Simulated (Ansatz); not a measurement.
# SnO2 (I4/m) in Ansatz: notebook

The runs below take SnO2 through relaxation of the atoms, relaxation of cell and atoms, with PBE, PBEsol+D3(BJ).

All numbers are computed with Ansatz 0.2.0; they aren't measurements. Logs are shortened: lines on timing, memory, paths and dates and some standing lists are left out, and cuts for length are marked.

## Step 1: The crystal as given

It takes space group I4/m (No. 87, tetragonal). Conventional cell: a = 10.747 Å, b = 10.747 Å, c = 3.232 Å, α = 90.00°, β = 90.00°, γ = 90.00°. Around Sn (site symmetry m) lie 6 O at 2.06 to 2.14 Å. O (site symmetry m) has 3 Sn at 2.11 to 2.14 Å as nearest neighbours. O (site symmetry m) has 3 Sn at 2.06 to 2.11 Å as nearest neighbours.

Measurements of this composition are mostly on another form, of space group No. 136.

## Step 2: Relaxation of the atoms, PBE (strained by +4 %)

input.yaml reads:

```yaml
crystal:
  lattice:
    - [-5.2658438, 5.2658438, 1.616233]
    - [5.2658438, -5.2658438, 1.616233]
    - [5.4807762, 5.4807762, -1.616233]
  atoms:
    - { symbol: Sn, position: [0.3510765, 0.8310675, 0.182144] }
    - { symbol: Sn, position: [0.8310675, 0.6489235, 0.479991] }
    - { symbol: Sn, position: [0.1689325, 0.3510765, 0.520009] }
    - { symbol: Sn, position: [0.6489235, 0.1689325, 0.817856] }
    - { symbol: O, position: [0.2056015, 0.1549285, 0.36053] }
    - { symbol: O, position: [0.8450715, 0.2056015, 0.050673] }
    - { symbol: O, position: [0.7943985, 0.8450715, 0.63947] }
    - { symbol: O, position: [0.1549285, 0.7943985, 0.949327] }
    - { symbol: O, position: [0.1610445, 0.5429605, 0.704005] }
    - { symbol: O, position: [0.5429605, 0.8389555, 0.381916] }
    - { symbol: O, position: [0.4570395, 0.1610445, 0.618084] }
    - { symbol: O, position: [0.8389555, 0.4570395, 0.295995] }
hamiltonian:
  xc: pbe
  pseudopotentials: { kind: paw }
kpoints:
  mp_grid: { grid: [7, 7, 7] }
scf:
  occupations: { method: fermi_dirac, width: 0.05 }
output:
  forces: true
  stress: true
  eigenvalues: true
relax:
  f_tol: 0.01
  max_steps: 40
```

Potentials or basis: Ansatz PAW.

Launch:

```sh
ansatz run input.yaml --threads 4 --pin off --max-ram 11264MiB --backend cpu --events-out ev --progress --plain --runs-dir out
```

The log of the run:

```text
Warning: output.stress: scf.convergence.dr2_threshold = 1e-7 eV (the SCF's general default) is looser than the 1.2e-9 eV advised for a printed stress (1e-10 eV for each atom of the cell: 12). What an SCF threshold leaves in a stress goes as its square root, and in the free energy as the threshold itself, and one threshold admits the most on a small cell: of the crystals measured, under no hybrid functional and no lock of the moments, on runs that ended without the residual-converged pass, on stresses that held no estimate of that error, the worst erred by over 100 MPa in a component at 1e-7 eV an atom and by under 5 at 1e-10. Every solve of this run answers to scf.convergence.dr2_threshold, and the tensor of one is reported: a single SCF on the reported geometry and on this run's grids (its basis.xc_grid and basis.ecutrho_ratio typed), with scf.convergence.dr2_threshold at 1.2e-9 eV or tighter, prints it and tightens no other solve. Else set scf.convergence.dr2_threshold to 1.2e-9 eV or tighter. The threshold is an SCF's pass mark: one that does not reach it within its budget of iterations ends unconverged, or closes short of it on a stop that the run arms, and scf.convergence.dr2_threshold's page says what that costs each kind of run
Warning: RAYON_NUM_THREADS=4 ignored (pool sized by the plan → 4); use --threads N
basis.fft_grid_basis auto: the FFT boxes are laid along the combinations [[1, 1, 0], [0, 1, 0], [0, 0, 1]] of the cell's own vectors, 3.232, 7.620 and 7.918 Å long. The dense box has 24×54×54 points. Along the cell's own vectors, as sized, it would have 54×54×54, 2.25 times as many. Of the 4 symmetry operations that the crystal satisfies within crystal.symmetry.tolerance (time reversal apart; of a slab, those that keep its plane) the dense box along the cell's own vectors carries 4, and the one as laid loses 2 of those. basis.fft_grid_basis: typed keeps the cell's own vectors: state it where this run's energies or levels are differenced outside the engine with another run's, or held beside a run that keeps those vectors.
Engine: ansatz 0.2.0, aarch64-unknown-linux-gnu
Pseudopotentials: kind: paw
Pseudopotential: Sn, paw, valence charge 14, recommended cutoff 420 eV (normal), Sn.paw.azcp
Pseudopotential: O, paw, valence charge 6, recommended cutoff 420 eV (normal), O.paw.azcp
Functional definition: PBE
  parameter kappa = 0.804
  parameter beta = 0.06672455060314922
  exchange = pbe_x(kappa = kappa, mu = beta*pi^2/3)
  correlation = pbe_c(beta = beta)
Crystal: 12 atoms, lattice volume = 186.584 Å³
Basis set: ecut = 420 eV, 3637 PW (Γ), FFT grids on a1+a2, a2, a3, exchange–correlation on 48×108×108 points (8 copies of the dense FFT grid, shifted against one another)
Bands: 64, of which v1, the nominal top of the filled ones, is band 52 counted from 1 (51 counted from 0)
Symmetry: 4 space group operations
Space group: C2/m (ITA 12), of the structure as read, at distance tolerance 5.7e-5 Å
k-points: 100 of 343
Non-local potential: Sn, projectors of the file, l = 0: 2, l = 1: 2, l = 2: 2, l = 3: 2
Non-local potential: O, projectors of the file, l = 0: 2, l = 1: 2, l = 2: 1
PAW form: soft (Blöchl's): semilocal exchange-correlation on the pseudo side does not see the compensation charge
PAW one-centre angular grid: Sn, 590 points (default); XC on 64 Gauss nodes
PAW one-centre angular grid: O, 110 points (default); XC on 64 Gauss nodes
Initial density: superposition of atomic densities (neutral atoms: chi_scale 0, normalization atom), corrected by the library's trained network
Initial wavefunctions: pseudopotential atomic-orbital guess
Functional: x = pbe(κ = 0.804, μ = 0.2195149727645171), c = pbe(β = 0.06672455060314922)
SCF iter   1: F=—  HF=-28635.096250 eV  |F-HF|=—  |Δ(HF+E_count)|=         —  Δρ=2.28e-3  dr2=1.06e-2  ethr=1.77e-3  ⟨swp⟩=6.1  Hψ=25957  notcnv=0  defer=200
preconditioner: auto → Resta (q_TF=auto, 2.475 Å⁻¹)  ε∞=3.2  [insulator: Δε(μ)=1.721 eV  Ē_g=18.898 eV  σ=0.050 eV  W_gap=1.00  n_scr=50 (ndim 8)  ℏωp=27.7 eV  f_vac=0.215  D(μ)=0.00/eV (n_scr^D=0)  ε∞_Penn≈3.2  vacuum switching on, ρ_ref=2.6e-2 e/Å³]
SCF iter   2: F=—  HF=-28635.100262 eV  |F-HF|=—  |Δ(HF+E_count)|=   4.01e-3  Δρ=1.10e-3  dr2=1.53e-3  ethr=1.02e-5  ⟨swp⟩=2.1  Hψ=12809  notcnv=0  defer=540
SCF iter   3: F=—  HF=-28635.100855 eV  |F-HF|=—  |Δ(HF+E_count)|=   5.92e-4  Δρ=4.68e-4  dr2=4.10e-4  ethr=1.47e-6  ⟨swp⟩=2.0  Hψ=8226  notcnv=0  defer=540
SCF iter   4: F=—  HF=-28635.100938 eV  |F-HF|=—  |Δ(HF+E_count)|=   8.32e-5  Δρ=1.83e-4  dr2=5.86e-5  ethr=3.94e-7  ⟨swp⟩=2.0  Hψ=8143  notcnv=0  defer=540
SCF iter   5: F=—  HF=-28635.100932 eV  |F-HF|=—  |Δ(HF+E_count)|=   5.60e-6  Δρ=6.21e-5  dr2=5.77e-6  ethr=5.64e-8  ⟨swp⟩=2.0  Hψ=8484  notcnv=0  defer=540
SCF iter   6: F=-28635.100935 eV  HF=-28635.100935 eV  |F-HF|=1.87e-7  |Δ(HF+E_count)|=   2.72e-6  Δρ=1.69e-5  dr2=4.50e-7  ethr=2.40e-9  ⟨swp⟩=14.7  Hψ=35271  notcnv=0
SCF 1 converged in 6 iterations: F = -28635.100935 eV  dr2 = 4.50e-7
relax step   1: F+E_penalty+E_count = -28635.10093512 eV  Δ(F+E_penalty+E_count) = +0.000e0 eV  max|allowed force component| = 4.492e-1 eV/Å  Δτ_max = 0.0000 Å  (6 SCF iters, dr2 threshold 2.50e-6 eV, accepted)
[... 49 lines left out ...]
Harris-Foulkes:  -28635.141264 eV  (|F-HF|=3.90e-9)
Internal energy: -28635.141264 eV  (E = F + TS)
E sigma→0 (E₀):  -28635.141264 eV
Fermi energy:    6.126221 eV
--- Per-component energies (eV) ---
  E_band       = -638.322704
  E_kinetic    = 2154.430037
  E_local      = -10396.082108  (includes V_loc(G=0)·N_el)
  E_nonlocal   = 266.686290
  E_hartree    = 5117.413296
  E_xc         = -2107.495939
  E_vxc        = -1124.286581  (∫ρ·V_xc dr)
  E_paw        = -17853.417160  (= ΣΔE_a)
  E_vpaw       = -1773.916135  (= ΣTr[D̂ρ^β])
  E_aug_tail   = 0.019406  (compensation charges beyond the density's cutoff)
  E_ewald      = -5816.695086
  E_smearing   = -0.000000  (= −TS)
  E_closure    = 0.000000  (closes the sum)
  Σ components = -28635.141264   (vs F -28635.141264, Δ=0.00e0)
--- Forces (eV/Å), atoms counted from 1 ---
  atom   1  Sn    -0.00151303    -0.00458436    -0.00000000
  atom   2  Sn    -0.00552575     0.00095804     0.00000000
  atom   3  Sn     0.00552575    -0.00095804     0.00000000
  atom   4  Sn     0.00151303     0.00458436     0.00000000
  atom   5  O     -0.00488565     0.00117092     0.00000000
  atom   6  O     -0.00008993     0.00010951     0.00000000
  atom   7  O      0.00488565    -0.00117092     0.00000000
  atom   8  O      0.00008993    -0.00010951     0.00000000
  atom   9  O     -0.00235186    -0.00114925     0.00000000
  atom  10  O      0.00081073     0.00237679     0.00000000
  atom  11  O     -0.00081073    -0.00237679     0.00000000
  atom  12  O      0.00235186     0.00114925     0.00000000
  max |Σ_I F_I| component: 0.00e0 eV/Å
--- Stress (GPa, compression-positive) ---
        1.176682      -1.011201       0.000000
       -1.011200       0.724890       0.000000
        0.000000       0.000000       0.361305
  P = ⅓ Tr σ = 0.7543 GPa (7.543 kbar)
--- Band table (eV; the first three rows and the last of 100) ---
  k-point 0: bands = ["-15.3562", "-15.3333", "-15.1795", "-14.7898", "-14.6818", "-14.6419", "-14.6412", "-14.6310", "-14.6058", "-14.6040", "-14.6033", "-14.5536", "-14.5359", "-14.5033", "-14.4764", "-14.4745", "-14.4278", "-14.4263", "-14.4088", "-14.3617", "-13.0311", "-12.2410", "-11.8882", "-11.8021", "-11.5346", "-10.6529", "-10.1952", "-10.1193", "-1.1076", "-0.7705", "-0.7361", "1.0366", "1.7193", "2.3187", "2.3514", "2.5362", "2.5682", "2.6389", "2.6564", "3.3326", "3.6082", "3.9304", "3.9909", "4.2117", "4.2988", "4.3872", "4.4502", "4.5377", "4.6152", "4.9184", "4.9434", "4.9669", "6.8986", "9.8466", "9.8688", "10.2308", "11.7893", "11.9943", "12.3517", "12.4157", "14.1627", "15.5380", "15.6318", "15.8768"]
  k-point 1: bands = ["-15.3707", "-15.3341", "-15.1511", "-14.7965", "-14.6855", "-14.6466", "-14.6419", "-14.6274", "-14.6078", "-14.6032", "-14.6009", "-14.5544", "-14.5379", "-14.5072", "-14.4758", "-14.4739", "-14.4276", "-14.4274", "-14.4077", "-14.3619", "-13.0124", "-12.3068", "-11.8558", "-11.7679", "-11.5206", "-10.7315", "-10.1518", "-10.1115", "-1.3098", "-0.7603", "-0.4987", "1.0595", "1.6968", "2.2521", "2.3511", "2.4058", "2.6351", "2.6510", "2.7560", "3.3715", "3.5657", "3.9169", "3.9699", "4.2130", "4.2970", "4.3134", "4.4642", "4.5464", "4.6102", "4.8641", "4.9430", "5.0068", "7.0489", "9.6175", "9.8951", "10.3751", "11.7890", "11.9987", "12.3523", "12.4030", "14.1450", "15.3841", "15.7352", "15.9076"]
  k-point 2: bands = ["-15.3952", "-15.3356", "-15.0893", "-14.8203", "-14.6940", "-14.6526", "-14.6419", "-14.6236", "-14.6099", "-14.6018", "-14.5979", "-14.5560", "-14.5428", "-14.5141", "-14.4747", "-14.4727", "-14.4295", "-14.4273", "-14.4056", "-14.3624", "-12.9611", "-12.4370", "-11.8110", "-11.6776", "-11.4875", "-10.8936", "-10.0999", "-10.0759", "-1.5317", "-0.8030", "-0.1033", "1.1081", "1.6410", "2.1288", "2.1672", "2.3509", "2.7184", "2.8105", "2.8726", "3.4140", "3.4542", "3.8573", "3.9662", "4.1586", "4.2158", "4.2942", "4.4969", "4.5679", "4.5958", "4.7893", "4.9444", "5.0433", "7.4212", "9.1942", "9.9757", "10.5376", "11.8023", "12.0130", "12.2806", "12.4225", "14.1138", "15.2499", "15.7689", "15.8556"]
  k-point 99: bands = ["-15.4343", "-15.3052", "-14.9990", "-14.9006", "-14.6959", "-14.6469", "-14.6425", "-14.6384", "-14.6068", "-14.6015", "-14.5982", "-14.5547", "-14.5426", "-14.5202", "-14.4776", "-14.4747", "-14.4273", "-14.4253", "-14.4077", "-14.3627", "-12.8444", "-12.5332", "-11.9956", "-11.5142", "-11.3533", "-11.0602", "-10.1872", "-9.9297", "-1.7351", "-0.7087", "0.1463", "1.1044", "1.6116", "1.9657", "2.0560", "2.4124", "2.7533", "2.9849", "3.0299", "3.2924", "3.3967", "3.8342", "4.0075", "4.0957", "4.2149", "4.2459", "4.4654", "4.5323", "4.5962", "4.5996", "4.9213", "5.1365", "7.9255", "8.8725", "9.8970", "10.6374", "11.8700", "12.0506", "12.1593", "12.4207", "14.1928", "15.0698", "15.4872", "15.6484"]
--- Relaxed structure (6 steps of the walk, 6 accepted, 0 SCFs on fresh bases) ---
  F+E_penalty+E_count = -28635.14126408 eV   max|allowed force component| = 5.526e-3 eV/Å
  atoms:
    - { symbol: Sn, position: [0.3484730072736709, 0.8320790640857731, 0.18055207135944415] }
    - { symbol: Sn, position: [0.835027708511376, 0.6490684355230625, 0.4840961440344386] }
    - { symbol: Sn, position: [0.16497229148862386, 0.3509315644769375, 0.5159038559655614] }
    - { symbol: Sn, position: [0.651526992726329, 0.16792093591422677, 0.8194479286405558] }
    - { symbol: O, position: [0.21008905170187334, 0.15677440644409688, 0.3668634581459702] }
    - { symbol: O, position: [0.8451754650456857, 0.2072362954219747, 0.052411760467660495] }
    - { symbol: O, position: [0.7899109482981267, 0.843225593555903, 0.6331365418540298] }
    - { symbol: O, position: [0.15482453495431417, 0.7927637045780253, 0.9475882395323396] }
    - { symbol: O, position: [0.1626341971292444, 0.5429372629508111, 0.7055714600800554] }
    - { symbol: O, position: [0.5402502553539457, 0.8417811090630138, 0.3820313644169595] }
    - { symbol: O, position: [0.4597497446460542, 0.15821889093698602, 0.6179686355830403] }
    - { symbol: O, position: [0.8373658028707556, 0.45706273704918887, 0.29442853991994455] }
```

Run time: 1.8 min. Hardware: 4 threads of Arm Neoverse V1, shared host; peak memory 1.1 GiB.

Results:

```
Free energy                  : -28635.1413 eV
Energy gained by relaxing    : 3.4 meV/atom
Ionic steps                  : 6
Pressure after relaxing      : 0.8 GPa
Largest force after relaxing : 0.006 eV/Å
Band gap on the k mesh       : 1.76 eV, indirect (least direct gap 1.93 eV)
```

Forces in eV/Å, atoms in the order of the input:
```
Sn  -0.002 -0.005  0.000
Sn  -0.006  0.001  0.000
Sn   0.006 -0.001  0.000
Sn   0.002  0.005  0.000
O   -0.005  0.001  0.000
O    0.000  0.000  0.000
O    0.005 -0.001  0.000
O    0.000  0.000  0.000
O   -0.002 -0.001  0.000
O    0.001  0.002  0.000
O   -0.001 -0.002  0.000
O    0.002  0.001  0.000
```

Stress tensor (GPa, compression positive):
```
 1.18 -1.01  0.00
-1.01  0.72  0.00
 0.00  0.00  0.36
```

The path:
```csv
step,energy change (eV),largest force (eV/Å)
1,0.0000,0.5104
2,-0.0059,0.6640
3,-0.0363,0.1548
4,-0.0396,0.0759
5,-0.0403,0.0057
6,-0.0403,0.0056
```

Final structure:
```
Sn O
1.0
    -5.26584    5.26584    1.61623
     5.26584   -5.26584    1.61623
     5.48078    5.48078   -1.61623
Sn O
4 8
Cartesian
  3.5362 -1.5570 1.6162
  1.6740 3.6325 1.6162
  3.8068 1.8483 0.0000
  1.9446 7.0378 0.0000
  1.7299 2.2914 0.0000
  -3.0720 3.6465 1.6162
  3.7508 3.1893 1.6162
  8.5528 1.8342 0.0000
  5.8697 1.8645 0.0000
  3.6816 0.5060 1.6162
  1.7991 4.9748 0.0000
  -0.3889 3.6163 1.6162
```

Caveat: odd divisions of the mesh miss points on the zone boundary, where band edges often lie, so the gap on the mesh can be too wide; the pressure holds a Pulay correction of +0.7 GPa for the finite cutoff; spin-orbit coupling is left out, which moves the levels of the heavy elements; the thresholds are loose for stress. A k mesh can miss the band edges.

(Part 1 of 2 ends here.)
